Band gaps of six semiconductors, computed with exciting sodium: Kohn-Sham DFT with PBEsol, all-electron LAPW+lo, scalar-relativistic valence states (iora*), no spin polarization or spin-orbit coupling, cells as given. The computed gap is the lowest empty level minus the highest filled level among the points of the k-mesh.

| formula | space group | volume of the given cell (Å³/atom) | potentials or basis | k-mesh | computed band gap (eV) | measured band gap (eV) | range of the values found (eV) | what was measured, and how | source | computed less measured (eV) |
| --- | --- | --- | --- | --- | --- | --- | --- | --- | --- | --- |
| Si | Fd-3m | 20.16 | all electron LAPW+lo, shipped species files | 5x5x5 | 0.481 | 1.12 | 1.1 to 1.1692 | indirect optical gap from Tauc plot of Kubelka-Munk function; absorptance spectroscopy with Tauc analysis; bulk crystal | pmc:6179974 (2018) | -0.64 |
| GaAs | F-43m | 22.59 | all electron LAPW+lo, shipped species files | 5x5x5 | 0.429 | 1.42 | 1.412 to 1.52 | band-edge photoluminescence emission energy of the GaAs substrate; time-integrated photoluminescence; bulk crystal | arXiv:1409.8467 (2014) | -0.99 |
| SiC | F-43m | 10.35 | all electron LAPW+lo, shipped species files | 7x7x7 | 1.482 | 2.39 | 2.39 to 2.4 | band gap at cryogenic temperature; not stated; bulk crystal | arXiv:2009.14696 (2020) | -0.91 |
| ZnSe | F-43m | 22.76 | all electron LAPW+lo, shipped species files | 5x5x5 | 1.155 | 2.6 | 2.59 to 2.695 | direct optical gap at Gamma from Tauc plot of absorption; optical absorption spectroscopy; film | pmc:8624428 (2021) | -1.45 |
| GaN | F-43m | 11.44 | all electron LAPW+lo, shipped species files | 7x7x7 | 1.675 | 3.23 | one value | absorption onset (direct gap at Gamma) of unexcited film, from imaginary part of dielectric function; spectroscopic ellipsometry; film | arXiv:2206.02223 (2022) | -1.55 |
| ZnS | F-43m | 19.73 | all electron LAPW+lo, shipped species files | 9x9x9 | 1.972 | 3.54 | 3.54 to 3.85 | direct optical gap from Tauc plot; UV-vis absorption; film | pmc:9697895 (2022) | -1.57 |

**Q:** The last column is negative in every row. How serious is the error?

**A:** It is too large to ignore in any of the six crystals. The computed gap lies below the measured one by 0.64 eV in silicon and by 1.57 eV in ZnS. Relative to the measured gap, the loss runs from 38 % in SiC to 70 % in GaAs. In electronvolts the shortfall grows with the measured gap, with one exception: SiC has the wider gap but a slightly smaller shortfall than GaAs.

**Q:** Why should a sound calculation always miss in the same direction?

**A:** Because it answers a slightly different question. A real gap is what it costs to take an electron out of the crystal and put one back in as an extra, independent electron. The computed gap is the distance between the highest filled and the lowest empty level of the neutral crystal. In exact theory the potential felt by the electrons jumps upwards by a constant when an extra electron arrives, and this jump belongs to the gap. A semilocal functional, which sees only the local density and its slope, has no such jump. That is established theory; the table shows the whole shortfall, which also contains errors of the approximate potential itself and smaller effects of settings and measurement.

**Q:** Then why isn't the missing piece the same in each crystal?

**A:** Think of the missing piece as an exchange energy that treats filled and empty states differently. It comes from the Coulomb interaction, and the other electrons weaken that interaction by rearranging themselves. Silicon's electrons are easily displaced, so they screen strongly and less is missing. In ZnS they are held more tightly, and more is missing.

For two charges a distance $r$ apart, the screened energy is $e^2/(4\pi\epsilon_0\,\varepsilon\,r)$, where $\varepsilon$ is the electronic dielectric constant. As a rough model, take the same $r$, about a bond length, for all six crystals, although the bonds in SiC and GaN are about a fifth shorter than in the others. Everything but $\varepsilon$ then goes into one constant:

$$\text{shortfall} \approx \frac{C}{\varepsilon}$$

A least-squares fit to all six rows, with rough textbook values of $\varepsilon$, gives $C \approx 8.0$ eV. Take ZnSe, with $\varepsilon \approx 5.9$: the rule gives $8.0/5.9 \approx 1.36$ eV, while the table has 1.45 eV. ZnSe was part of the fit, so this illustrates the rule and does not test it. For a similar crystal, first ask how polarizable it is: the more polarizable, the smaller the expected shortfall in electronvolts.

**Q:** How far would you trust that rule?

**A:** As a guide to size, with a typical miss of 0.2 eV. That is half the miss of a constant shift applied to all crystals. But taking a fixed fraction of the measured gap works almost as well, because wide gaps and weak screening go together. The fit therefore agrees with the screening picture without proving it; the full comparison is in the output below.

The two bad rows are SiC, where the rule asks for 0.32 eV too much, and GaAs, where it asks for 0.26 eV too little. Allowing for the short bond in SiC should make its misfit larger still. Part of that misfit probably comes from the k-mesh, the finite set of electron waves at which the levels were computed. It misses the lowest conduction state of SiC, so the printed gap is somewhat too wide and the shortfall looks too small. For GaAs I have no such excuse. Its gap lacks spin-orbit coupling, which would lower it by about 0.1 eV and make the misfit worse.

**Q:** What happens if I change the elements but keep the crystal almost the same?

**A:** Go from GaAs to ZnSe. Each atom is replaced by its neighbour in the periodic table, and the volume hardly changes. The bond becomes more ionic: the filled states gather on selenium, the lowest empty ones keep more zinc character, and the gap opens. The measured gap rises by 1.18 eV, the computed one by only 0.73 eV. The calculation gets the direction right but captures about three fifths of the change.

Weaker screening in ZnSe would explain the sign of this loss. The $1/\varepsilon$ rule even asks for a larger growth of the shortfall than the table has, so the table gives no sign of a further cause. Theory still expects a smaller one from zinc. Its 3d levels lie much closer to the top of the filled bands than those of gallium do, and semilocal functionals place them too high. There they push the top of the filled bands upwards and narrow the gap, by an extra amount of the order of 0.1 eV in a crude two-level estimate.

**Q:** If all gaps are too small, can I at least use them to rank materials?

**A:** Not when the gaps are close. By measurement, GaAs has a wider gap than silicon and ZnSe a wider one than SiC. The calculation reverses both pairs. The silicon–GaAs reversal is only 0.05 eV, yet it would probably survive a finer mesh and spin-orbit coupling: the mesh error in silicon is likely smaller than that, and spin-orbit coupling would push GaAs further down. The other reversal is larger. The mesh error in SiC could remove a good part of it, but spin-orbit coupling would lower the gap of ZnSe about as much as that of GaAs and so restore some of it.

For screening materials, this means that a computed lead of a few tenths of an electronvolt does not settle which gap is wider. A hybrid functional, which mixes in some nonlocal exchange, would normally widen all these gaps and restore part of the missing piece. It would be the natural next step for such close pairs.

**Q:** Suppose I choose a different k-mesh and GaAs comes out near 1.5 eV. Have I fixed the problem?

**A:** You may have hidden it. In GaAs both edges of the gap lie at $\Gamma$, the point where the electron wave has the same phase in every cell. At the other mesh points the lowest empty level is higher and the highest filled one lower, each by half an electronvolt or more. If $\Gamma$ is struck from the list of computed levels, the apparent gap jumps from 0.43 to 1.50 eV, close to the measured 1.42 eV.

Nothing about the functional has improved; the true band edges have merely been skipped. The same deletion in ZnSe gives 2.84 eV, which overshoots the measured 2.60 eV. Deleting a point is not the same as a new calculation on another mesh, but it shows the danger. Before you welcome a better gap, check that the mesh contains the band edges.

**Q:** So which digits can I use?

**A:** For a computed gap, the first decimal at best. The third decimal is an accurate record of each run, but the basis cutoffs and meshes differ between rows, and no repeat with finer settings is shown. For SiC even the first decimal is in doubt because of the missed band edge.

The measured side has its own spread. Values for ZnS run from 3.54 to 3.85 eV, and the table compares with the lowest. With the highest, the shortfall would be $3.85 - 1.97 = 1.88$ eV instead of 1.57 eV. The shortfalls of ZnSe, GaN and ZnS differ by only 0.12 eV, so their order carries no message. What does stand is that every gap is too small, and that, in electronvolts, these three crystals lose clearly more than silicon, GaAs and SiC.

Printed output of the fit:

```
fit of short on 6 rows: coefficient of inv 8.004 +/- 0.52; rms 0.177, worst SiC 0.323, leave-one-out rms 0.205
fit of short on 6 rows: coefficient of measured 0.4811 +/- 0.034; rms 0.191, worst GaAs -0.308, leave-one-out rms 0.221
constant shift, mean shortfall (eV): 1.184
rms miss of the constant shift (eV): 0.3568
shortfall and misses of the two one-parameter rules:
   row  shortfall (eV)  shortfall (% of measured)  miss of 1/epsilon rule (eV)  miss of fixed-fraction rule (eV)
    Si           0.639                      57.05                      0.02802                           -0.1001
  GaAs           0.991                      69.79                      -0.2633                           -0.3078
   SiC           0.908                      37.99                       0.3234                            0.2419
  ZnSe           1.445                      55.58                     -0.08834                           -0.1941
   GaN           1.555                      48.14                     -0.07273                        -0.0009419
   ZnS           1.568                      44.29                     0.001467                            0.1352
spread of the shortfalls of ZnSe GaN and ZnS (eV): 0.123
GaAs to ZnSe, rise of computed gap (eV): 0.726
GaAs to ZnSe, rise of measured gap (eV): 1.18
GaAs to ZnSe, rise of shortfall (eV): 0.454
computed gap, Si less GaAs (eV): 0.052
measured gap, Si less GaAs (eV): -0.3
computed gap, SiC less ZnSe (eV): 0.327
measured gap, SiC less ZnSe (eV): -0.21
GaAs gap if Gamma is left out of the mesh points (eV): 1.504
ZnSe gap if Gamma is left out of the mesh points (eV): 2.838
Si, rough excess of gap from the mesh (eV): 0.01379
SiC, rough excess of gap from the mesh (eV): 0.2376
GaAs, rough lowering of gap by spin-orbit coupling (eV): 0.1133
ZnSe, threefold Zn 3d level below valence top (eV): 6.577
ZnSe, splitting of Zn 3d at Gamma (eV): 0.3677
GaAs, splitting of Ga 3d at Gamma (eV): 0.0783
ZnSe, excess push on valence top from shallow 3d, order only (eV): 0.099
```
